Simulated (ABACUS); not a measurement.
SnTe: equation of state with AM05

SnTe:

```
Te Sn
1.0
     0.00000    3.15085    3.15085
     3.15085    0.00000    3.15085
     3.15085    3.15085    0.00000
Te Sn
1 1
Cartesian
  3.1509 3.1509 3.1509
  0.0000 0.0000 0.0000
```

```json
{
 "Program": "ABACUS 3.10.1",
 "Task": "equation of state",
 "Functional": "AM05",
 "Potentials or basis": "GBRV ultrasoft 1.5 PBEsol",
 "Cutoff": "544 eV",
 "Density cutoff": "4354 eV",
 "Basis": "plane waves",
 "k mesh": "6 × 6 × 6",
 "Occupations": "fermi-dirac, width 0.05 eV",
 "Spin": "no spin polarisation",
 "Radial cutoff of the potentials (pseudo_rcut)": "10 bohr",
 "SCF threshold on the density": "1e-08",
 "Max SCF steps": "100",
 "Eigensolver": "dav",
 "Mixing": "broyden",
 "Mixing share": "0.7",
 "Symmetry key": "1",
 "Bands": "14"
}
```

```yaml
Equilibrium_volume: 31.15 Å³/atom
Bulk_modulus: 45 GPa
Pressure_derivative_of_the_bulk_modulus: 5.1
```

Energy against volume, from the lowest point:
```
volume (Å³/atom)  energy (meV/atom)
          29.404              15.41
          30.030               6.04
          30.656               1.06
          31.281               0.00
          31.907               2.38
          32.532               7.80
          33.158              15.92
```

All runs of the series together: 110 s on 4 threads of Intel(R) Xeon(R) Platinum 8488C (Sapphire Rapids), on a shared host.

Caveat: the potentials were made for another functional, which shifts forces and pressure. Spin-orbit coupling is left out, which matters for the levels of Te.
